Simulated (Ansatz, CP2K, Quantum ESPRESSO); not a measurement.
**Os: 3 runs at one level of theory**

```xyz
2
Lattice="2.7341 0.0000 0.0000 -1.3671 2.3678 0.0000 0.0000 0.0000 4.3197" Properties=species:S:1:pos:R:3 pbc="T T T"
Os    1.3671    0.7893    3.2398
Os    0.0000    1.5785    1.0799
```

Alike in all runs: task single point; functional PBEsol; k mesh 11 × 11 × 6; occupations fermi-dirac, width 0.05 eV; no spin polarisation; no spin-orbit coupling. Pressure is positive in compression and, in plane waves, holds the error of the finite cutoff.

| program and potentials | plane-wave cutoff (eV) | notes | pressure (GPa) |
| --- | --- | --- | --- |
| CP2K, POTENTIAL_UZH Os GTH-PBE-q16; TZVP-MOLOPT-PBE-GTH basis | - | atomic basis; potentials made for PBE | -3.05 |
| Quantum ESPRESSO, GBRV 1.5 PBEsol | 612 | - | -3.16 |
| Ansatz, all-electron LAPW, scalar-relativistic | - | - | -2.66 |

The pressure spans -3.16 (Quantum ESPRESSO, GBRV 1.5 PBEsol) to -2.66 GPa (Ansatz, all-electron LAPW, scalar-relativistic), with all-electron results at -2.66. Rows in atomic bases carry the error of their basis and grid, which can be large.

Differences between rows come from potentials, basis sets and numerical settings, since the functional is the same but for its coding. Runs on potential files found faulty are left out.
